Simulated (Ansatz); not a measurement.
# GaSb: the cost of one run

Computed with Ansatz 0.2.0 (DFT LDA, scalar-relativistic, plane waves, PAW, unless a step's input says otherwise).

16 further runs of the same task are left out: 16 set aside as unsound or not needed.

### 1 Starting point

It takes space group Immm (No. 71, orthorhombic). The conventional cell has a = 3.152 Å, b = 5.011 Å, c = 5.608 Å, α = 90.00°, β = 90.00°, γ = 90.00°. Around Ga (site symmetry mmm) lie 6 Sb at 2.80 to 2.96 Å and 2 Ga at 3.15 Å. Sb (site symmetry mmm) has 6 Ga at 2.80 to 2.96 Å and 2 Sb at 3.15 Å as nearest neighbours.

Structure file:

```
Ga Sb
1.0
    -1.57592    2.50554    2.80413
     1.57592   -2.50554    2.80413
     1.57592    2.50554   -2.80413
Ga Sb
1 1
Direct
  0.00000 0.00000 0.00000
  0.50000 0.50000 0.00000
```

It goes back to an entry of the Materials Project, which need not be the stable form.

It is the result of an earlier relaxation at this level (volume 22.14 Å³/atom; gap on the mesh: none (metal)).

### 2 Plan of the line

The energy is mapped over volume and the cell's shape.

- volume per atom: 7 values from 18.60 to 25.69 Å³
- stretch along a over the lengths across it, relative to the relaxed cell: 7 values from 0.923 to 1.083

Nothing else is relaxed (symmetry fixes all fractional coordinates). Energies count from the relaxed crystal. Points are written as (first, second).

### 3 Point (18.60 Å³, 0.974)

input.yaml reads:

```yaml
crystal:
  lattice:
    - [-1.4606453211, 2.3852420776, 2.6694947013]
    - [1.4606453211, -2.3852420776, 2.6694947013]
    - [1.4606453211, 2.3852420776, -2.6694947013]
  atoms:
    - { symbol: Ga, position: [0.0, 0.0, 0.0] }
    - { symbol: Sb, position: [0.5, 0.5, 0.0] }
basis:
  ecutwfc: 420
kpoints:
  mp_grid: { grid: [18, 18, 18] }
hamiltonian:
  xc: lda
  pseudopotentials: { kind: paw, azcp: { folder: soft_1 } }
scf:
  occupations: { method: gaussian, width: 0.15 }
output:
  forces: true
  stress: true
  eigenvalues: true
```

Command:

```bash
ansatz run input.yaml --threads 2 --pin off --max-ram 4096MiB --backend cpu --events-out ev --progress --plain --runs-dir out
```

Q: Estimate wall time and peak memory on 2 threads of Arm Neoverse N1, shared host.

About 28 s, with a peak of 0.7 GiB.
